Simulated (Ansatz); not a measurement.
# CdS (Hawleyite) (P1) in Ansatz: convergence with n extra bands

Aim: find how far n extra bands must go before the results for CdS (Hawleyite) settle, at PBE. This setting moves, with any that are tied to it; all else stays.

Program: Ansatz 0.2.0. These are calculated values, not measurements. Logs are shortened: lines on timing, memory, paths and dates and some standing lists are left out, and cuts for length are marked.

**1. The cell of the first run**

The typed cell holds 2 atoms: a = 4.125 Å, b = 4.125 Å, c = 4.125 Å, α = 60.00°, β = 60.00°, γ = 60.00°.

The cell isn't the ideal one: atoms moved at random, drawn with an rms of 0.05 Å.

**2. With n extra bands 1**

input.yaml

```yaml
crystal:
  lattice:
    - [0.0, 2.9165, 2.9165]
    - [2.9165, 0.0, 2.9165]
    - [2.9165, 2.9165, 0.0]
  atoms:
    - { symbol: Cd, position: [-0.010348, 0.022396, -0.0034] }
    - { symbol: S, position: [0.748708, 0.747111, 0.749745] }
kpoints:
  mp_grid: { grid: [5, 5, 5] }
scf:
  occupations: { method: fermi_dirac, width: 0.05 }
  n_extra_bands: 1
hamiltonian:
  xc: pbe
  pseudopotentials: { kind: all_electron, lapw: { basis_error: 0.001 } }
output:
  forces: true
  stress: true
  eigenvalues: true
```

Potentials or basis: all-electron LAPW, scalar-relativistic.

Started as:

```
> ansatz run input.yaml --threads 1 --pin off --max-ram 3072MiB --backend cpu --events-out ev --progress --plain --runs-dir out
```

The log of the run:

```text
Warning: RAYON_NUM_THREADS=1 ignored (pool sized by the plan → 1); use --threads N
LAPW: plane waves up to 8.370 Å⁻¹, error target 1.0e-3 eV per atom; small_component_spin mean_spin; S in spheres of 1.059 Å, 14 of its electrons in bands, Dirac shells []; Cd in spheres of 1.382 Å, 20 of its electrons in bands, Dirac shells [] (how accurate: hamiltonian.pseudopotentials.lapw.basis_error, Limitations)
scf.n_extra_bands = 1 over 17 filled bands (N_el = 34.0): the run solves 18 bands
Engine: ansatz 0.2.0, aarch64-unknown-linux-gnu
Pseudopotentials: kind: all_electron
Pseudopotential: Cd, LAPW, valence charge 20, lapw/all_electron/scalar/gaussian/Cd, Koelling and Harmon's equation, gaussian nucleus
Pseudopotential: S, LAPW, valence charge 14, lapw/all_electron/scalar/gaussian/S, Koelling and Harmon's equation, gaussian nucleus
Functional definition: PBE
  parameter kappa = 0.804
  parameter beta = 0.06672455060314922
  exchange = pbe_x(kappa = kappa, mu = beta*pi^2/3)
  correlation = pbe_c(beta = beta)
Crystal: 2 atoms, lattice volume = 49.615 Å³
Basis set: ecut = 266.90000987335947 eV, 531 PW (Γ), exchange–correlation at level 2
Bands: 18, of which v1, the nominal top of the filled ones, is band 17 counted from 1 (16 counted from 0)
Symmetry: 1 space group operations
Space group: P1 (ITA 1), of the structure as read, at distance tolerance 3.7e-5 Å
k-points: 63 of 125 (time reversal used)
Non-local potential: Cd, projectors of the file, none
Non-local potential: S, projectors of the file, none
Initial density: superposition of atomic densities (chi_scale 0.1, normalization cell, long waves kept (reshape's long-wave potential 0.00 eV rms))
Initial wavefunctions: plane waves of lowest kinetic energy (no species holds an atomic orbital)
Functional: x = pbe(κ = 0.804, μ = 0.2195149727645171), c = pbe(β = 0.06672455060314922)
iter 1 solved again at ethr=4.51e-3 eV; its pass at ethr=1.00e-1 eV (dr2=1.53e0 eV) is discarded
SCF iter   1: F=—  HF=-163099.931401 eV  |F-HF|=—  |Δ(HF+E_count)|=         —  Δρ=3.88e-2  dr2=1.54e0  ethr=4.51e-3  ⟨swp⟩=2.0  Hψ=7795  notcnv=0
preconditioner: auto → none  [insulator: Δε(μ)=1.742 eV  Ē_g=9.668 eV  σ=0.050 eV  W_gap=1.00  n_scr=14 (ndim 8)  ℏωp=22.4 eV  f_vac=0.144  D(μ)=0.00/eV (n_scr^D=0)  ε∞_Penn≈6.4]
iter 2 solved again at ethr=1.75e-4 eV; its pass at ethr=4.51e-3 eV (dr2=5.95e-2 eV) is discarded
SCF iter   2: F=—  HF=-163099.432397 eV  |F-HF|=—  |Δ(HF+E_count)|=   4.99e-1  Δρ=1.21e-2  dr2=5.96e-2  ethr=1.75e-4  ⟨swp⟩=2.0  Hψ=6114  notcnv=0
SCF iter   3: F=—  HF=-163099.377581 eV  |F-HF|=—  |Δ(HF+E_count)|=   5.48e-2  Δρ=5.68e-3  dr2=1.35e-2  ethr=1.75e-4  ⟨swp⟩=3.0  Hψ=3594  notcnv=0
SCF iter   4: F=—  HF=-163099.377750 eV  |F-HF|=—  |Δ(HF+E_count)|=         —  Δρ=1.33e-3  dr2=7.57e-4  ethr=3.96e-5  ⟨swp⟩=2.0  Hψ=3386  notcnv=0
the basis was enlarged: its passes take 35.1 KiB over the memory plan, 1 of 1 planned eigensolver slots
SCF iter   5: F=—  HF=-163099.377353 eV  |F-HF|=—  |Δ(HF+E_count)|=   3.97e-4  Δρ=2.09e-4  dr2=1.56e-5  ethr=2.23e-6  ⟨swp⟩=2.0  Hψ=3340  notcnv=0
SCF iter   6: F=—  HF=-163099.377373 eV  |F-HF|=—  |Δ(HF+E_count)|=   1.94e-5  Δρ=3.79e-5  dr2=5.03e-7  ethr=4.58e-8  ⟨swp⟩=3.0  Hψ=3610  notcnv=0
SCF iter   7: F=-163099.377374 eV  HF=-163099.377374 eV  |F-HF|=2.65e-8  |Δ(HF+E_count)|=   1.31e-6  Δρ=6.89e-6  dr2=3.52e-8  ethr=1.48e-9  ⟨swp⟩=3.0  Hψ=3752  notcnv=0
SCF 1 converged in 7 iterations: F = -163099.377374 eV  dr2 = 3.52e-8
SCF converged after 7 iterations
Free energy (F): -163099.377374 eV
Harris-Foulkes:  -163099.377374 eV  (|F-HF|=2.65e-8)
Internal energy: -163099.377374 eV  (E = F + TS)
E sigma→0 (E₀):  -163099.377374 eV
Entropy (-TS):   -0.000000 eV (-0.000 meV/atom)
Fermi energy:    8.359243 eV
--- Per-component energies (eV) ---
  E_band       = -1727.384659
  E_kinetic    = 170389.674164
  E_xc         = -4908.366775
  E_electrostatic = -328580.684763  (all electrons and nuclei)
  E_smearing   = -0.000000  (= −TS)
  E_closure    = 0.000000  (closes the sum)
  E_atoms      = -163093.279048  (free atoms, spherical and without spin; not in F)
  Σ components = -163099.377374   (vs F -163099.377374, Δ=0.00e0)
  Basis errors (estimates in eV, not in F): energy 4.5e-4 per atom: plane waves 4.1e-4 (2.4e-4 summed), levels above the bands 1.9e-34, relativity 4.8e-8, radial functions 4.2e-5, core shells 5.8e-7; eigenvalues (radial functions only) 1.2e-6; not estimated: angular momenta, meshes, grids; target (lapw.basis_error) 1.0e-3; muffin-tin radii S 1.059 Å, Cd 1.382 Å
--- Forces (eV/Å), atoms counted from 1 ---
  atom   1  Cd    -0.36807020     0.24829351    -0.29348415
  atom   2  S      0.36812989    -0.24833300     0.29353026
  max |Σ_I F_I| component: 5.97e-5 eV/Å
--- Stress (GPa, compression-positive) ---
        3.072286      -1.232472       1.014199
       -1.232472       3.167679      -1.581336
        1.014199      -1.581336       3.135365
  P = ⅓ Tr σ = 3.1251 GPa (31.251 kbar)
--- Band table (eV; the first three rows and the last of 63) ---
  k-point 0: bands = ["-196.7071", "-141.4888", "-141.4780", "-141.4753", "-93.5679", "-54.6395", "-54.6386", "-54.6381", "-4.6211", "-0.0525", "0.0374", "0.0610", "0.4941", "0.4951", "7.7104", "7.7692", "7.7715", "8.9050"]
  k-point 1: bands = ["-196.7071", "-141.4888", "-141.4780", "-141.4753", "-93.5679", "-54.6395", "-54.6387", "-54.6383", "-4.4741", "0.0078", "0.0992", "0.1849", "0.4940", "0.4982", "5.8618", "7.4179", "7.5312", "10.2851"]
  k-point 2: bands = ["-196.7071", "-141.4888", "-141.4780", "-141.4753", "-93.5679", "-54.6396", "-54.6389", "-54.6385", "-4.2354", "0.0917", "0.1403", "0.5118", "0.5340", "0.7066", "3.7831", "6.9754", "7.1806", "10.7539"]
  k-point 62: bands = ["-196.7071", "-141.4888", "-141.4780", "-141.4753", "-93.5679", "-54.6399", "-54.6391", "-54.6383", "-4.1469", "0.1447", "0.1750", "0.4862", "0.5164", "0.9664", "3.7255", "5.9125", "6.7019", "11.8723"]
```

Wall time 23 s (1 thread of Arm Neoverse V1, shared host); peak memory 0.31 GiB.

Results:

```
Free energy            : -163099.3774 eV
Pressure               : 3.1 GPa
Largest force          : 0.532 eV/Å
Band gap on the k mesh : 1.13 eV, direct
```

**3. With n extra bands 2**

input.yaml, as its differences from that of step 2:

```diff
@@ -12,3 +12,3 @@
   occupations: { method: fermi_dirac, width: 0.05 }
-  n_extra_bands: 1
+  n_extra_bands: 2
 hamiltonian:
```

Potentials or basis: all-electron LAPW, scalar-relativistic.

Started as:

```
> ansatz run input.yaml --threads 1 --pin off --max-ram 3072MiB --backend cpu --events-out ev --progress --plain --runs-dir out
```

Wall time 25 s (1 thread of Arm Neoverse V1, shared host); peak memory 0.32 GiB.

Results:

```
Free energy            : -163099.3774 eV
Pressure               : 3.1 GPa
Largest force          : 0.532 eV/Å
Band gap on the k mesh : 1.13 eV, direct
```

**4. With n extra bands 4**

input.yaml, as its differences from that of step 3:

```diff
@@ -12,3 +12,3 @@
   occupations: { method: fermi_dirac, width: 0.05 }
-  n_extra_bands: 2
+  n_extra_bands: 4
 hamiltonian:
```

Started as:

```
> ansatz run input.yaml --threads 1 --pin off --max-ram 3072MiB --backend cpu --events-out ev --progress --plain --runs-dir out
```

Wall time 24 s (1 thread of Arm Neoverse V1, shared host); peak memory 0.32 GiB.

What came out:

```yaml
Free_energy: -163099.3774 eV
Pressure: 3.1 GPa
Largest_force: 0.532 eV/Å
Band_gap_on_the_k_mesh: 1.13 eV, direct
```

**5. With n extra bands 8**

input.yaml, as its differences from that of step 4:

```diff
@@ -12,3 +12,3 @@
   occupations: { method: fermi_dirac, width: 0.05 }
-  n_extra_bands: 4
+  n_extra_bands: 8
 hamiltonian:
```

Started as:

```
> ansatz run input.yaml --threads 1 --pin off --max-ram 3072MiB --backend cpu --events-out ev --progress --plain --runs-dir out
```

It took 26 s on 1 thread of Arm Neoverse V1, shared host; peak memory 0.33 GiB.

Results:

```
Free energy            : -163099.3774 eV
Pressure               : 3.1 GPa
Largest force          : 0.532 eV/Å
Band gap on the k mesh : 1.13 eV, direct
```

**6. With n extra bands 16**

input.yaml, as its differences from that of step 5:

```diff
@@ -12,3 +12,3 @@
   occupations: { method: fermi_dirac, width: 0.05 }
-  n_extra_bands: 8
+  n_extra_bands: 16
 hamiltonian:
```

Potentials or basis: all-electron LAPW, scalar-relativistic.

Started as:

```
> ansatz run input.yaml --threads 1 --pin off --max-ram 3072MiB --backend cpu --events-out ev --progress --plain --runs-dir out
```

Run time: 34 s. Hardware: 1 thread of Arm Neoverse V1, shared host; peak memory 0.35 GiB.

It converged, with:

* Free energy: -163099.3774 eV
* Pressure: 3.1 GPa
* Largest force: 0.532 eV/Å
* Band gap on the k mesh: 1.13 eV, direct

**7. With n extra bands 32**

input.yaml, as its differences from that of step 6:

```diff
@@ -12,3 +12,3 @@
   occupations: { method: fermi_dirac, width: 0.05 }
-  n_extra_bands: 16
+  n_extra_bands: 32
 hamiltonian:
```

Started as:

```
> ansatz run input.yaml --threads 1 --pin off --max-ram 3072MiB --backend cpu --events-out ev --progress --plain --runs-dir out
```

Wall time 53 s (1 thread of Arm Neoverse V1, shared host); peak memory 0.4 GiB.

Results (log left out):

```yaml
Free_energy: -163099.3774 eV
Pressure: 3.1 GPa
Largest_force: 0.532 eV/Å
Band_gap_on_the_k_mesh: 1.13 eV, direct
```

**8. The series at a glance**

| n extra bands | energy less the tightest run, at zero smearing (meV/atom) | SCF cycles | CPU time (s) | peak memory (GiB) |
| --- | --- | --- | --- | --- |
| 1 | 0.01 | 7 | 23 | 0.31 |
| 2 | 0.01 | 7 | 25 | 0.32 |
| 4 | 0.01 | 7 | 24 | 0.32 |
| 8 | 0.01 | 7 | 26 | 0.33 |
| 16 | 0.01 | 7 | 34 | 0.35 |
| 32 | 0.00 | 7 | 53 | 0.4 |

Against the tightest run, the energy stays within 1 meV/atom from 1 on. The tightest run that finished is the yardstick and may itself not be fully converged.
